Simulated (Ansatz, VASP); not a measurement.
**MgO in VASP and in Ansatz**

POSCAR

```
MgO
1.0
    0.0000000000      2.1351500000      2.1351500000
    2.1351500000      0.0000000000      2.1351500000
    2.1351500000      2.1351500000      0.0000000000
Mg O
1 1
Direct
    0.0146359741     -0.0146359741      0.0146359741
    0.5000000000      0.5000000000      0.5000000000
```

Contents of INCAR.step1:

```
ALGO = Normal
EDIFF = 1E-4
ENCUT = 520
GGA = PE
ISMEAR = 0
LASPH = T
LCHARG = F
LREAL = F
LWAVE = T
NBANDS = 11
NELM = 60
PREC = Accurate
SIGMA = 0.05
```

INCAR.step2

```
ALGO = Normal
EDIFF = 1E-6
ENCUT = 520
ISIF = 2
ISMEAR = 0
ISTART = 1
LASPH = T
LCHARG = F
LMIXTAU = T
LREAL = F
LWAVE = F
METAGGA = R2SCAN
NBANDS = 11
NELM = 60
PREC = Accurate
SIGMA = 0.05
```

Contents of KPOINTS:

```
k-points
0
Gamma
  10 10 10
```

Input for Ansatz:

```yaml
crystal:
  lattice:
    - [0.0, 2.13515, 2.13515]
    - [2.13515, 0.0, 2.13515]
    - [2.13515, 2.13515, 0.0]
  atoms:
    - { symbol: Mg, position: [0.0146359741, -0.0146359741, 0.0146359741] }
    - { symbol: O, position: [0.5, 0.5, 0.5] }
basis:
  ecutwfc: 500
kpoints:
  mp_grid: { grid: [10, 10, 10] }
hamiltonian:
  xc: r2scan
scf:
  occupations: { method: gaussian, width: 0.05 }
output:
  forces: true
  stress: true
  eigenvalues: true
  write_density: true
  write_potential: true
  elf: true
  volumetric_format: npy
```

Change from the starting cell: all Mg atoms moved +0.062 Å, as atom 1 along Cartesian [0 1 0].

Alike in both runs: task single point; functional r2SCAN; k mesh 10 × 10 × 10; occupations gaussian, width 0.05 eV; no spin polarisation.

```csv
,VASP,Ansatz
version,VASP 6.6.1,Ansatz 0.2.0
potentials or method,"VASP PAW PBE potentials, release 64 (Mg, O)","scalar-relativistic, plane waves, PAW"
plane-wave cutoff (eV),520,500
valence electrons in the cell,8,16
```

Ansatz gave:

| Quantity | Value |
| --- | --- |
| gap on the k mesh at the Fermi level (eV) | 5.22 |
| least direct gap on the mesh (eV) | 5.22 |
| pressure (GPa) | -6.7 |
| largest component of the traceless stress (GPa) | 0.80 |
| rms of the force components (eV/Å) | 0.166 |

Problem. Which values does VASP return?

Solution. gap on the k mesh at the Fermi level (eV): 5.20; least direct gap on the mesh (eV): 5.20; pressure (GPa): -7.8; largest component of the traceless stress (GPa): 0.81; rms of the force components (eV/Å): 0.167.

Atom by atom the forces differ by 0.001 eV/Å (rms over components). The two sets of potentials don't hold the same shells in valence.

Caveats: the PAW data sets were made with another functional, which shifts forces and pressure a little (VASP).
